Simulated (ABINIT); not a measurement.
Runs of ABINIT 10.8.3 (patched build) on Al. It takes space group Fm-3m (No. 225, cubic). The conventional cell has a = 4.050 Å, b = 4.050 Å, c = 4.050 Å, α = 90.00°, β = 90.00°, γ = 90.00°. Al (site symmetry m-3m) is surrounded by 12 Al at 2.86 Å. 

```csv
task,level,potentials or basis,cell,cutoff (eV),fine-grid cutoff,gap on the mesh (eV),pressure (GPa),V0 of scaled cells (Å³/atom),B0 (GPa)
equation of state,PBEsol,JTH PAW PBE v2.0,as given,490,979.61 eV,-,-,16.26,(c)
equation of state,AM05,JTH PAW PBE v2.0,as given,490,979.61 eV,-,-,16.13,87
equation of state,WC,JTH PAW PBE v2.0,as given,490,979.61 eV,-,-,(d),81
single point,PBEsol,PseudoDojo NC SR PBEsol v0.4.1 standard,as given,544,-,none,-2.1,-,-
equation of state,BLYP,JTH PAW PBE v2.0,as given,490,979.61 eV,-,-,17.46,(a)
equation of state,RPBE,JTH PAW PBE v2.0,as given,490,979.61 eV,-,-,16.73,78
equation of state,PBE,JTH PAW PBE v2.0,as given,490,979.61 eV,-,-,16.50,79
equation of state,PW91,JTH PAW PBE v2.0,as given,490,979.61 eV,-,-,16.60,76
equation of state,r2SCAN,JTH PAW PBE v2.0,as given,490,979.61 eV,-,-,16.05,89
equation of state,SCAN,JTH PAW PBE v2.0,as given,490,979.61 eV,-,-,16.27,(b)
single point,PBEsol,PseudoDojo NC SR PBEsol v0.4.1 standard,cell strained at random at fixed volume,544,-,none,-1.9,-,-
equation of state,revPBE,JTH PAW PBE v2.0,as given,490,979.61 eV,-,-,16.67,78
```

Alike in all rows: no spin polarisation; k mesh 11 × 11 × 11; smearing fermi-dirac 0.05 eV.

Question: Estimate the missing entries.

Answer: (a) 58; (b) 77; (c) 83; (d) 16.31.

Caveats: pressures at fixed basis lie under the slope of the energies (some runs); the PAW data sets were made with another functional, which shifts forces and pressure a little (some runs).

A gap of «none» marks a metal or a gap under the smearing width.
